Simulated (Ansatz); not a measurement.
Crystal: PtS2.

```
CELL_PARAMETERS angstrom
3.54320 0.00000 0.00000
-1.77160 3.06850 0.00000
0.00000 0.00000 5.03880
ATOMIC_POSITIONS crystal
Pt 0.00000 0.00000 0.00000
S 0.66667 0.33333 0.77300
S 0.33333 0.66667 0.22700
```

- Program: Ansatz 0.2.0
- Task: relaxation of cell and atoms
- Functional: PBEsol
- Potentials or basis: Ansatz PAW
- Cutoff: 420 eV (not typed: the program's choice for these potentials)
- k mesh: 9 × 9 × 5
- Occupations: fermi-dirac, width 0.05 eV
- Spin: no spin polarisation

At the start: volume 18.26 Å³/atom.

Where does the relaxation end?

It ends after 7 steps and the volume is 17.52 Å³/atom (-4.0 %); space group P-3m1 (No. 164, to 0.05 Å).

The path:
```
step  energy change (eV)  largest force (eV/Å)  volume (Å³)
   1              0.0000                0.9519        54.78
   2             -0.0651                0.1523        54.19
   3             -0.0697                0.0058        54.48
   4             -0.0710                0.0210        53.98
   5             -0.0727                0.0577        52.25
   6             -0.0731                0.0002        52.57
   7             -0.0728                0.0002        52.57
```

Final structure:
```xyz
3
Lattice="3.5719 0.0000 0.0000 -1.7859 3.0934 0.0000 0.0000 0.0000 4.7579" Properties=species:S:1:pos:R:3 pbc="T T T"
Pt    0.0000    0.0000    0.0000
S     1.7859    1.0311    3.5611
S     0.0000    2.0622    1.1968
```

Caveat: the plane-wave basis is chosen anew once the cell has moved, so the energies of steps on either side of that aren't comparable; the PAW data sets come from PBE, with cores solved anew for the run's functional, which leaves a small shift of forces and pressure.
